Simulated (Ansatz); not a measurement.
# SnSe: band structure with PBE

Crystal: SnSe.

```
Sn Se
1.0
     0.00000    3.01000    3.01000
     3.01000    0.00000    3.01000
     3.01000    3.01000    0.00000
Sn Se
1 1
Direct
  0.00000 0.00000 0.00000
  0.50000 0.50000 0.50000
```

Measurements of this composition are mostly on another form, of space group No. 62.

```json
{
 "Program": "Ansatz 0.2.0",
 "Task": "band structure",
 "Functional": "PBE",
 "Potentials or basis": "all-electron LAPW, scalar-relativistic",
 "Cutoff": "190 eV (chosen from the basis error)",
 "Basis error allowed": "0.001 eV/atom",
 "k mesh": "8 × 8 × 8",
 "Occupations": "fermi-dirac, width 0.05 eV",
 "Spin": "no spin polarisation"
}
```

```yaml
Pressure: 0.9 GPa
Band_gap_along_the_path: 0.12 eV, direct
```

Levels at the corners of the path, in eV from the valence-band top:
| point | band 20 | band 21 | band 22 | band 23 | band 24 | band 25 | band 26 | band 27 |
| --- | --- | --- | --- | --- | --- | --- | --- | --- |
| Γ | -5.20 | -2.32 | -2.32 | -2.32 | 4.19 | 4.19 | 4.19 | 5.74 |
| X | -6.13 | -5.59 | -3.76 | -3.76 | 2.90 | 5.22 | 5.22 | 5.84 |
| W | -7.04 | -4.83 | -4.83 | -0.94 | 1.37 | 4.64 | 4.64 | 7.10 |
| K | -7.13 | -5.19 | -3.29 | -2.60 | 3.11 | 3.48 | 5.16 | 5.21 |
| Γ | -5.20 | -2.32 | -2.32 | -2.32 | 4.19 | 4.19 | 4.19 | 5.74 |
| L | -8.17 | -2.08 | -2.08 | -0.13 | 0.45 | 1.12 | 1.12 | 8.12 |
| U | -7.13 | -5.19 | -3.29 | -2.60 | 3.11 | 3.48 | 5.16 | 5.21 |
| W | -7.04 | -4.83 | -4.83 | -0.94 | 1.37 | 4.64 | 4.64 | 7.10 |

Wall time 7.7 s on 1 thread of Intel(R) Xeon(R) Platinum 8375C CPU @ 2.90GHz (Ice Lake), with other jobs on the host, peak memory 0.33 GiB.

Caveat: spin-orbit coupling is left out, which moves the levels of the heavy elements.
